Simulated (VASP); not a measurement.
BaTiO3:

```xyz
5
Lattice="3.9998 0.0000 0.0000 0.0000 3.9998 0.0000 0.0000 0.0000 4.0180" Properties=species:S:1:pos:R:3 pbc="T T T"
Ba    0.0000    0.0000    0.0000
Ti    1.9999    1.9999    1.9688
O     0.0000    1.9999    2.0773
O     1.9999    0.0000    2.0773
O     1.9999    1.9999    0.0763
```

Base run:

* Program: VASP 6.6.1
* Functional: PBE0
* Potentials or basis: VASP PAW PBE potentials, release 64 (Ba_sv, Ti_sv, O)
* Cutoff: 520 eV
* k mesh: 4 × 4 × 4
* Occupations: gaussian, width 0.02 eV
* Spin: no spin polarisation

Its results: band gap on the k mesh 3.92 eV, indirect (least direct gap 4.18 eV); pressure -1.4 GPa; largest force 0.551 eV/Å.

Task: The run is repeated on the same cell with these changes: functional from PBE0 to HSE06. What comes out?

Result: Band gap on the k mesh 3.20 eV, indirect (least direct gap 3.46 eV); pressure -1.3 GPa; largest force 0.553 eV/Å.

Caveats: the PAW data sets were made with another functional, which shifts forces and pressure a little; spin-orbit coupling is left out, which moves the levels of the heavy elements.
